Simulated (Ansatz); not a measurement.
Computed with DFT PBE, scalar-relativistic, plane waves, PAW in Ansatz. Settings: cutoff 420 eV, Γ-centred meshes spaced at most about 0.3 Å⁻¹, and about 0.25 Å⁻¹ or finer for metals (2π included), Gaussian smearing. No spin polarisation.

All energies are static (0 K, no zero-point motion).

Compare these two cells of Be3Te4, each relaxed at this level.

A.

Space group P-43m (No. 215). a = 5.572 Å, b = 5.572 Å, c = 5.572 Å, α = 90.00°, β = 90.00°, γ = 90.00°
```
atom  site  symmetry       x       y       z
  Be    3c     -42.m  0.5000  0.0000  0.5000
  Te    4e       .3m  0.7533  0.2467  0.7533
```

B.

Space group Pmm2 (No. 25). a = 3.855 Å, b = 7.847 Å, c = 12.320 Å, α = 90.00°, β = 90.00°, γ = 90.00°
```
atom  site  symmetry       x       y       z
  Be    2g       m..  0.0000  0.2445  0.2376
  Be    2g       m..  0.0000  0.2735  0.7664
  Be    1d       mm2  0.5000  0.5000  0.0109
  Be    1c       mm2  0.5000  0.0000  0.9911
  Te    1a       mm2  0.0000  0.0000  0.3568
  Te    1b       mm2  0.0000  0.5000  0.3474
  Te    2h       m..  0.5000  0.3196  0.6455
  Te    1b       mm2  0.0000  0.5000  0.8971
  Te    1a       mm2  0.0000  0.0000  0.8654
  Te    2h       m..  0.5000  0.2423  0.1160
```

Question: Which is lower in energy, and by how much?

Answer: B is lower, by 66 meV/atom. A has space group P-43m (No. 215), 24.7 Å³/atom and no gap on its mesh; B has space group Pmm2 (No. 25), 26.6 Å³/atom and no gap. Counting Te atoms around Be (those within 1.25 times the shortest such distance or 1.15 times the sum of covalent radii), A and B both have Be 4. B holds Te–Te pairs (shortest 2.83 Å); in A the shortest Te–Te distance is 3.89 Å. Origin: A, invented; B, invented, then shaken at random and relaxed again.

Weakly bound directions are ill-defined at this level, which has no dispersion term (Pmm2), and this can change margins and order among such cells. Spin–orbit coupling, which can matter for Te, is left out. Cells relaxed within their symmetry can be saddle points.
